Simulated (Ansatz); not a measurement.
# Cu: elastic constants, part 3 of 3

How stiff is the crystal, and how unevenly? Runs: cell and atoms relaxed (PAW); reference run (PAW and crystal datasets).

Ansatz 0.2.0; DFT PBEsol. The steps go on from the part before.

### 4 Reference run, crystal datasets

The input, input.yaml:

```yaml
crystal:
  lattice:
    - [0.0, 1.78158995729, 1.78158995729]
    - [1.78158995729, 0.0, 1.78158995729]
    - [1.78158995729, 1.78158995729, 0.0]
  atoms:
    - { symbol: Cu, position: [0.0, 0.0, 0.0] }
kpoints:
  mp_grid: { grid: [28, 28, 28] }
scf:
  occupations: { method: fermi_dirac, width: 0.05 }
hamiltonian:
  xc: pbesol
  pseudopotentials: { kind: all_electron, datasets: crystal }
elastic:
  mode: relaxed_ion
  stencil: four_point
  amplitude: 0.003
```

Launch:

```bash
$ ansatz run input.yaml --threads 1 --pin off --max-ram 2048MiB --backend cpu --events-out ev --progress --plain --runs-dir out
```

Log:

```text
hamiltonian.pseudopotentials.datasets: crystal makes datasets for this crystal and solves the spheres of its atoms anew in each pass: cutoff 340.0 eV, the density's 1360.0 eV; for an error of 0.50 meV an atom under PBE, 0.5 meV for the cell; an energy difference from a run of another recipe may be off by several times the error for the cell, under r2SCAN by more, where some 0.1 meV an atom stays at smaller errors; Cu in spheres of 1.217 Å, 11 of its electrons in bands, 8 on its site; only band paths and densities of states list, in semicore columns, the levels of the semicore shells that are solved separately: 3s of Cu, 3p of Cu
Engine: ansatz 0.2.0
Pseudopotentials: kind: all_electron
Pseudopotential: Cu, paw, valence charge 19, recommended cutoff 340 eV (normal), crystal/all_electron/pbesol/scalar/gaussian/Cu, Koelling and Harmon's equation, gaussian nucleus
Functional definition: PBEsol
  exchange = pbesol_x
  correlation = pbesol_c
Crystal: 1 atoms, lattice volume = 11.310 Å³
Basis set: ecut = 340 eV, 169 PW (Γ), exchange–correlation on 32×32×32 points (8 copies of the dense FFT grid, shifted against one another)
Bands: 10, of which v1, the nominal top of the filled ones, is band 6 counted from 1 (5 counted from 0)
Symmetry: 48 space group operations
Space group: Fm-3m (ITA 225), of the structure as read, at distance tolerance 2.2e-5 Å
k-points: 624 of 21952
Non-local potential: Cu, projectors of the file, l = 0: 1, l = 1: 1, l = 2: 2
PAW form: soft (Blöchl's): semilocal exchange-correlation on the pseudo side does not see the compensation charge
PAW one-centre angular grid: Cu, 590 points (default); XC on its mesh's 1885 points in the sphere
Initial density: superposition of atomic densities (neutral atoms: chi_scale 0, normalization atom)
Initial wavefunctions: pseudopotential atomic-orbital guess
Functional: x = pbesol(κ = 0.804, μ = 0.12345679012345678), c = pbesol(β = 0.046)
iter 1 solved again at ethr=3.59e-2 eV; its pass at ethr=1.00e-1 eV (dr2=3.95e0 eV) is discarded
SCF iter   1: F=—  HF=-44998.890351 eV  |F-HF|=—  |Δ(HF+E_count)|=         —  Δρ=2.17e-1  dr2=3.98e0  ethr=3.59e-2  ⟨swp⟩=2.0  Hψ=35887  notcnv=0
preconditioner: auto → none  [metal: Δε(μ)=0.018 eV  Ē_g=16.098 eV  σ=0.050 eV  W_gap=0.09  n_scr=0 (ndim 8)  ℏωp=36.6 eV  f_vac=0.000  D(μ)=0.48/eV (n_scr^D=0)]
SCF iter   2: F=—  HF=-44999.124808 eV  |F-HF|=—  |Δ(HF+E_count)|=   2.34e-1  Δρ=1.53e-1  dr2=1.85e0  ethr=3.59e-2  ⟨swp⟩=3.0  Hψ=18152  notcnv=0  defer=4
iter 3 solved again at ethr=5.00e-4 eV; its pass at ethr=1.68e-2 eV (dr2=5.50e-2 eV) is discarded
SCF iter   3: F=—  HF=-44997.921599 eV  |F-HF|=—  |Δ(HF+E_count)|=    1.20e0  Δρ=2.49e-2  dr2=5.51e-2  ethr=5.00e-4  ⟨swp⟩=2.1  Hψ=30934  notcnv=0  defer=12
SCF iter   4: F=—  HF=-44997.900944 eV  |F-HF|=—  |Δ(HF+E_count)|=   2.07e-2  Δρ=5.79e-3  dr2=2.91e-3  ethr=5.00e-4  ⟨swp⟩=2.2  Hψ=12592  notcnv=0  defer=8
SCF iter   5: F=—  HF=-44997.900638 eV  |F-HF|=—  |Δ(HF+E_count)|=   3.06e-4  Δρ=3.25e-3  dr2=8.57e-4  ethr=2.64e-5  ⟨swp⟩=2.5  Hψ=11492  notcnv=0  defer=4
SCF iter   6: F=—  HF=-44997.900437 eV  |F-HF|=—  |Δ(HF+E_count)|=   2.01e-4  Δρ=8.17e-4  dr2=5.38e-5  ethr=7.79e-6  ⟨swp⟩=2.0  Hψ=9766  notcnv=0  defer=1
SCF iter   7: F=—  HF=-44997.900426 eV  |F-HF|=—  |Δ(HF+E_count)|=   1.04e-5  Δρ=3.20e-5  dr2=7.10e-8  ethr=4.89e-7  ⟨swp⟩=2.1  Hψ=14156  notcnv=0  defer=2
SCF iter   8: F=—  HF=-44997.900431 eV  |F-HF|=—  |Δ(HF+E_count)|=   4.13e-6  Δρ=2.01e-5  dr2=7.25e-9  ethr=6.46e-10  ⟨swp⟩=3.5  Hψ=13414  notcnv=0
[... 5 lines left out ...]
14 of the run's printed levels, from 44.09 eV on, may lie off, as they stand: their residual norms reach 3.1 eV (residual_norms_ev in the JSON report holds each one's)
SCF 1 converged in 13 iterations: F = -44997.900433 eV  dr2 = 3.76e-16
  Residual-converged pass: ⟨swp⟩=3.0  Hψ=12993  notcnv=0  max |occ|·‖R‖ = 9.9e-9 eV (tolerance 1.0e-8 eV)  dr2=2.41e-16  dr2_onsite=4.36e-16  max |Δocc| = 1.4e-9
Crystal: 1 atoms, lattice volume = 11.242 Å³
Symmetry: 16 space group operations
k-points: 1639 of 21952
Initial density: handed on by an earlier stage of this run
Initial wavefunctions: pseudopotential atomic-orbital guess (no wavefunctions were taken with the density)
[... 2 lines left out ...]
preconditioner: auto → none  [metal: Δε(μ)=0.015 eV  Ē_g=17.084 eV  σ=0.050 eV  W_gap=0.07  n_scr=0 (ndim 8)  ℏωp=36.7 eV  f_vac=0.000  D(μ)=0.26/eV (n_scr^D=0)]
[... 13 lines left out ...]
SCF 2 converged in 13 iterations: F = -44997.900144 eV  dr2 = 7.12e-16
  Residual-converged pass: ⟨swp⟩=3.0  Hψ=34317  notcnv=0  max |occ|·‖R‖ = 1.0e-8 eV (tolerance 1.0e-8 eV)  dr2=9.59e-16  dr2_onsite=2.69e-15  max |Δocc| = 1.9e-9
Crystal: 1 atoms, lattice volume = 11.276 Å³
[... 2 lines left out ...]
preconditioner: auto → none  [metal: Δε(μ)=0.014 eV  Ē_g=17.176 eV  σ=0.050 eV  W_gap=0.07  n_scr=0 (ndim 8)  ℏωp=36.7 eV  f_vac=0.000  D(μ)=0.25/eV (n_scr^D=0)]
[... 14 lines left out ...]
SCF 3 converged in 14 iterations: F = -44997.900357 eV  dr2 = 5.77e-16
  Residual-converged pass: ⟨swp⟩=3.0  Hψ=34281  notcnv=0  max |occ|·‖R‖ = 9.9e-9 eV (tolerance 1.0e-8 eV)  dr2=9.26e-16  dr2_onsite=3.65e-15  max |Δocc| = 2.9e-10
Crystal: 1 atoms, lattice volume = 11.344 Å³
[... 2 lines left out ...]
preconditioner: auto → none  [metal: Δε(μ)=0.005 eV  Ē_g=17.364 eV  σ=0.050 eV  W_gap=0.03  n_scr=0 (ndim 8)  ℏωp=36.6 eV  f_vac=0.000  D(μ)=0.23/eV (n_scr^D=0)]
[... 12 lines left out ...]
SCF 4 converged in 12 iterations: F = -44997.900372 eV  dr2 = 2.48e-14
  Residual-converged pass: ⟨swp⟩=3.2  Hψ=34465  notcnv=0  max |occ|·‖R‖ = 1.0e-8 eV (tolerance 1.0e-8 eV)  dr2=2.41e-14  dr2_onsite=2.96e-14  max |Δocc| = 1.8e-10
Crystal: 1 atoms, lattice volume = 11.378 Å³
[... 2 lines left out ...]
preconditioner: auto → none  [metal: Δε(μ)=0.004 eV  Ē_g=17.466 eV  σ=0.050 eV  W_gap=0.02  n_scr=0 (ndim 8)  ℏωp=36.5 eV  f_vac=0.000  D(μ)=0.23/eV (n_scr^D=0)]
[... 14 lines left out ...]
SCF 5 converged in 14 iterations: F = -44997.900177 eV  dr2 = 4.06e-15
  Residual-converged pass: ⟨swp⟩=3.8  Hψ=37566  notcnv=0  max |occ|·‖R‖ = 1.0e-8 eV (tolerance 1.0e-8 eV)  dr2=6.06e-15  dr2_onsite=2.40e-14  max |Δocc| = 1.7e-9
Symmetry: 8 space group operations
k-points: 3060 of 21952
[... 2 lines left out ...]
preconditioner: auto → none  [metal: Δε(μ)=0.003 eV  Ē_g=17.268 eV  σ=0.050 eV  W_gap=0.01  n_scr=0 (ndim 8)  ℏωp=36.6 eV  f_vac=0.000  D(μ)=0.24/eV (n_scr^D=0)]
[... 11 lines left out ...]
SCF 6 converged in 11 iterations: F = -44997.900303 eV  dr2 = 1.59e-15
  Residual-converged pass: ⟨swp⟩=3.9  Hψ=68781  notcnv=0  max |occ|·‖R‖ = 1.0e-8 eV (tolerance 1.0e-8 eV)  dr2=2.52e-15  dr2_onsite=4.87e-15  max |Δocc| = 8.9e-9
[... 2 lines left out ...]
preconditioner: auto → none  [metal: Δε(μ)=0.011 eV  Ē_g=17.266 eV  σ=0.050 eV  W_gap=0.05  n_scr=0 (ndim 8)  ℏωp=36.6 eV  f_vac=0.000  D(μ)=0.23/eV (n_scr^D=0)]
[... 12 lines left out ...]
SCF 7 converged in 12 iterations: F = -44997.900400 eV  dr2 = 4.75e-15
  Residual-converged pass: ⟨swp⟩=3.0  Hψ=63911  notcnv=0  max |occ|·‖R‖ = 1.0e-8 eV (tolerance 1.0e-8 eV)  dr2=5.10e-15  dr2_onsite=9.74e-15  max |Δocc| = 4.1e-9
[... 14 lines left out ...]
SCF 8 converged in 12 iterations: F = -44997.900400 eV  dr2 = 4.87e-15
  Residual-converged pass: ⟨swp⟩=3.0  Hψ=63896  notcnv=0  max |occ|·‖R‖ = 9.9e-9 eV (tolerance 1.0e-8 eV)  dr2=5.24e-15  dr2_onsite=9.99e-15  max |Δocc| = 4.0e-9
[... 3 lines left out ...]
SCF iter   3: F=—  HF=-44997.900157 eV  |F-HF|=—  |Δ(HF+E_count)|=   1.05e-4  Δρ=2.36e-3  dr2=2.26e-4  ethr=1.46e-5  ⟨swp⟩=2.0  Hψ=49578  notcnv=0  defer=1
iter 4 solved again at ethr=1.19e-7 eV; its pass at ethr=2.06e-6 eV (dr2=1.31e-5 eV) is discarded
SCF iter   4: F=—  HF=-44997.900289 eV  |F-HF|=—  |Δ(HF+E_count)|=   1.32e-4  Δρ=3.92e-4  dr2=1.23e-5  ethr=1.19e-7  ⟨swp⟩=2.0  Hψ=99017  notcnv=0  defer=4
SCF iter   5: F=—  HF=-44997.900299 eV  |F-HF|=—  |Δ(HF+E_count)|=   9.87e-6  Δρ=4.39e-4  dr2=1.57e-5  ethr=1.11e-7  ⟨swp⟩=3.0  Hψ=64898  notcnv=0  defer=1
SCF iter   6: F=—  HF=-44997.900296 eV  |F-HF|=—  |Δ(HF+E_count)|=   3.34e-6  Δρ=2.61e-5  dr2=2.02e-8  ethr=1.11e-7  ⟨swp⟩=2.8  Hψ=52141  notcnv=0
SCF iter   7: F=—  HF=-44997.900301 eV  |F-HF|=—  |Δ(HF+E_count)|=   4.61e-6  Δρ=1.64e-5  dr2=2.86e-9  ethr=1.84e-10  ⟨swp⟩=3.2  Hψ=86615  notcnv=0
SCF iter   8: F=—  HF=-44997.900301 eV  |F-HF|=—  |Δ(HF+E_count)|=   1.59e-8  Δρ=5.27e-6  dr2=8.63e-10  ethr=2.60e-11  ⟨swp⟩=2.0  Hψ=69139  notcnv=0  defer=4
SCF iter   9: F=—  HF=-44997.900301 eV  |F-HF|=—  |Δ(HF+E_count)|=  4.73e-10  Δρ=8.99e-7  dr2=6.20e-11  ethr=7.85e-12  ⟨swp⟩=3.0  Hψ=58760  notcnv=0
SCF iter  10: F=—  HF=-44997.900301 eV  |F-HF|=—  |Δ(HF+E_count)|=  2.91e-11  Δρ=1.26e-7  dr2=1.17e-12  ethr=1.00e-12  ⟨swp⟩=2.0  Hψ=47704  notcnv=0
SCF iter  11: F=-44997.900301 eV  HF=-44997.900301 eV  |F-HF|=1.46e-11  |Δ(HF+E_count)|=  1.46e-11  Δρ=6.74e-9  dr2=1.69e-15  ethr=1.00e-12  ⟨swp⟩=2.0  Hψ=47701  notcnv=0
SCF 9 converged in 11 iterations: F = -44997.900303 eV  dr2 = 1.69e-15
  Residual-converged pass: ⟨swp⟩=3.9  Hψ=68916  notcnv=0  max |occ|·‖R‖ = 1.0e-8 eV (tolerance 1.0e-8 eV)  dr2=2.65e-15  dr2_onsite=5.14e-15  max |Δocc| = 9.1e-9
SCF converged after 13 iterations
Free energy (F): -44997.900433 eV
Harris-Foulkes:  -44997.900433 eV  (|F-HF|=7.28e-12)
Internal energy: -44997.898400 eV  (E = F + TS)
E sigma→0 (E₀):  -44997.899416 eV
Entropy (-TS):   -0.002033 eV (-2.033 meV/atom)
Past the cutoff: the bands carry plane waves up to 1.75 times it, of which those up to 1.5 times it add -0.000423 eV an atom, each by itself; the spheres take 0.000265 eV an atom off the energy for waves past 1.75 times it
By the cutoff:   a pressure is off by up to 0.009 GPa (1.2 times the spheres' own share and the shells' term, over an atom's volume, and 0.004 GPa: a bound that held against runs at twice the plane waves)
Past the cutoffs: a stress includes 0.0017 GPa for waves and charges beyond them, in addition to the slope of what the spheres take
In the spheres:  the bands' charges fall short by 8.3e-7 e at most (sound up to 1e-3), those of shells solved beside the bands by 8.4e-8 e (sound up to 5e-4)
Fermi energy:    17.380081 eV
--- Per-component energies (eV) ---
  E_band       = 156.332930
  E_kinetic    = 104.382294
  E_local      = -2205.175648  (includes V_loc(G=0)·N_el)
  E_nonlocal   = 66.693720
  E_hartree    = 1164.013861
  E_xc         = -39.849905
  E_vxc        = -48.440971  (∫ρ·V_xc dr)
  E_paw        = -47069.315233  (= ΣΔE_a)
  E_vpaw       = -6414.901422  (= ΣTr[D̂ρ^β])
  E_ewald      = -3344.394726
  E_smearing   = -0.002033  (= −TS)
  E_closure    = 6325.747236  (closes the sum)
  Σ components = -44997.900433   (vs F -44997.900433, Δ=0.00e0)
  The terms above E_closure are by the made datasets' own strengths, without shells solved beside the bands.
--- Forces (eV/Å), atoms counted from 1 ---
  atom   1  Cu     0.00000000     0.00000000    -0.00000000
  max |Σ_I F_I| component: 5.55e-32 eV/Å
--- Stress (GPa, compression-positive) ---
        0.033821       0.000000       0.000000
       -0.000000       0.033821      -0.000000
       -0.000000      -0.000000       0.033821
  P = ⅓ Tr σ = 0.0338 GPa (0.338 kbar)
  It holds what live shells' own plane waves past their cutoff add
--- Band table (eV; the first three rows and the last of 624) ---
  k-point 0: bands = ["7.5877", "14.2276", "14.2276", "14.2276", "15.1289", "15.1289", "40.2952", "43.2228", "43.2228", "43.2228"]
  k-point 1: bands = ["7.6358", "14.2165", "14.2373", "14.2373", "15.1249", "15.1249", "40.0891", "42.3687", "43.0474", "43.0474"]
  k-point 2: bands = ["7.7795", "14.1845", "14.2651", "14.2651", "15.1141", "15.1141", "39.1579", "41.4523", "42.6548", "42.6548"]
  k-point 623: bands = ["13.0047", "13.6616", "13.6616", "15.0777", "15.8970", "23.6825", "23.6825", "25.8651", "26.4851", "47.5085"]
--- Elastic constants: 2 strain directions × 4 members + reference (group order 48) ---
  dense FFT box of the reference and of every strained cell: 16×16×16
  strains applied: 11, 23; error gains: componentwise 1.00 (the most a stress slope's error grows in a printed constant), spectral 1.73 (1 for all six strains in a standard setting)
  C = ∂σ_k/∂η_j (tension-positive GPa; Voigt order 11 22 33 23 13 12):
       214.238    145.713    145.713      0.000      0.000     -0.000
       145.713    214.238    145.713      0.000      0.000      0.000
       145.713    145.713    214.238      0.000      0.000     -0.000
        -0.000      0.000     -0.000    102.247      0.000     -0.000
        -0.000     -0.000      0.000     -0.000    102.247     -0.000
         0.000     -0.000     -0.000     -0.000      0.000    102.247
  reference stress σ⁰ (GPa):     -0.034     -0.034     -0.034      0.000     -0.000      0.000
  C* (energy form; C + prestress term) asymmetry max|C*_kj − C*_jk| = 8.527e-14 GPa — a small one proves nothing (zero by symmetry where the batch's group is 432, −43m or m−3m); a large one is finite-difference/SCF noise where every solve meets its electron count
  moduli (Voigt/Reuss/Hill, GPa): K = 168.55/168.55/168.55   G = 75.05/57.00/66.03   E = 175.21   ν = 0.327
  mechanically stable: yes (min eigenvalue of sym C = 68.52 GPa)
  where every solve meets its electron count the energy-path curvature estimates C_jj along a normal strain and C_jj − ¼(σ⁰_aa + σ⁰_bb) along a shear (ab), closely only under elastic.basis: deformed
  strain η (Voigt 11):  stress-route row diagonal C_11 = 214.24 GPa, energy-path curvature d²(F+E_count)/dδ²/Ω₀ = 214.61 GPa
    cells at ±δ against ±2δ: C11 214.20 and 214.10 GPa, apart by 0.05 % of the column's largest entry
         δ    σ_11 (GPa)             F (eV)   n_scf  n_hpsi   n_pw
    -6.000e-3      -1.3382      -44997.9001437      13  549391    170   relax 0 steps, max|allowed force component| 0.00e0 eV/Å
    -3.000e-3      -0.6813      -44997.9003573      14  577467    170   relax 0 steps, max|allowed force component| 0.00e0 eV/Å
     3.000e-3       0.6039      -44997.9003720      12  521844    170   relax 0 steps, max|allowed force component| 0.00e0 eV/Å
     6.000e-3       1.2310      -44997.9001773      14  578573    170   relax 0 steps, max|allowed force component| 0.00e0 eV/Å
  strain η (Voigt 23):  stress-route row diagonal C_44 = 102.25 GPa, energy-path curvature d²(F+E_count)/dδ²/Ω₀ = 102.48 GPa
    cells at ±δ against ±2δ: C44 102.21 and 102.09 GPa, apart by 0.11 % of the column's largest entry
         δ    σ_23 (GPa)             F (eV)   n_scf  n_hpsi   n_pw
    -6.000e-3      -0.6126      -44997.9003028      11  892902    170   relax 0 steps, max|allowed force component| 0.00e0 eV/Å
    -3.000e-3      -0.3066      -44997.9004003      12  913145    170   relax 0 steps, max|allowed force component| 0.00e0 eV/Å
     3.000e-3       0.3066      -44997.9004002      12  913291    170   relax 0 steps, max|allowed force component| 0.00e0 eV/Å
     6.000e-3       0.6126      -44997.9003028      11  892858    170   relax 0 steps, max|allowed force component| 0.00e0 eV/Å
```

Run time: 7.5 min. Hardware: 1 thread of Arm Neoverse V2, shared host; peak memory 1.2 GiB.

C in GPa (Voigt order xx, yy, zz, yz, xz, xy):

```
214.2 145.7 145.7   0.0   0.0   0.0
145.7 214.2 145.7   0.0   0.0   0.0
145.7 145.7 214.2   0.0   0.0   0.0
  0.0   0.0   0.0 102.2   0.0   0.0
  0.0   0.0   0.0   0.0 102.2   0.0
  0.0   0.0   0.0   0.0   0.0 102.2
```

### 5 Side by side

| run | C11 | C12 | C44 | K | G | E | Poisson ratio |
| --- | --- | --- | --- | --- | --- | --- | --- |
| ions relaxed, PAW | 214.2 | 145.8 | 102.3 | 168.6 | 66.0 | 175.1 | 0.327 |
| ions relaxed, crystal datasets | 214.2 | 145.7 | 102.2 | 168.6 | 66.0 | 175.2 | 0.327 |

Constants and moduli in GPa; K, G and E are Hill averages.

### 6 Summary of results

This closing draws on all 3 parts.

| quantity | value |
| --- | --- |
| C11 (PAW) | 214 GPa |
| C12 (PAW) | 146 GPa |
| C44 (PAW) | 102 GPa |
| bulk, shear and Young's modulus | 169, 66, 175 GPa |
| Debye temperature from sound speeds | 388 K |
| universal anisotropy index | 1.59 |

What this shows: All eigenvalues are positive, so the crystal is mechanically stable; by PAW K = 169 and G = 66 GPa, K/G = 2.56, on the ductile side of Pugh's rough line at 1.75, which was drawn for metals. Young's modulus runs from 96 to 255 GPa with direction. Cautions: frozen-core PAW files fitted under PBE, their cores solved anew for the functional of the run; responses of metals move with mesh and smearing.
